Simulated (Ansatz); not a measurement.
# TiTe: the cost of one run

Program: Ansatz 0.2.0. Level of theory: DFT PBE, scalar-relativistic, plane waves, PAW. These are calculated values, not measurements.

1 further run of the same task is left out (it didn't finish).

### 1 Starting point

It takes space group Pm-3m (No. 221, cubic). Conventional cell: a = 3.716 Å, b = 3.716 Å, c = 3.716 Å, α = 90.00°, β = 90.00°, γ = 90.00°. Ti (site symmetry m-3m) is surrounded by 8 Te at 3.22 Å. Te (site symmetry m-3m) is surrounded by 8 Ti at 3.22 Å.

As a file:

```xyz
2
Lattice="3.7161 0.0000 0.0000 0.0000 3.7161 0.0000 0.0000 0.0000 3.7161" Properties=species:S:1:pos:R:3 pbc="T T T"
Ti    0.0000    0.0000    0.0000
Te    1.8580    1.8580    1.8580
```

Recipe of the guess: random cell by space group and Wyckoff sites (Pm-3m, No. 221). Lengths come from tabulated atomic sizes and are only a guess.

### 2 The guess as it stands, on a coarse mesh

Contents of input.yaml:

```yaml
crystal:
  lattice:
    - [3.71607234, 0.0, 0.0]
    - [0.0, 3.71607234, 0.0]
    - [0.0, 0.0, 3.71607234]
  atoms:
    - { symbol: Ti, position: [0.0, 0.0, 0.0] }
    - { symbol: Te, position: [0.5, 0.5, 0.5] }
basis:
  ecutwfc: 420
kpoints:
  mp_grid: { grid: [6, 6, 6] }
hamiltonian:
  xc: pbe
scf:
  occupations: { method: gaussian, width: 0.1 }
  lower_state_search: "off"
output:
  forces: true
  stress: true
  eigenvalues: true
```

Command:

```sh
$ ansatz run input.yaml --threads 1 --pin off --max-ram 2560MiB --backend cpu --events-out ev --progress --plain --runs-dir out
```

Q: Estimate wall time and peak memory on 1 thread of Intel Xeon at 2.70GHz, shared host.

About 1.5 s, with a peak of 0.34 GiB.
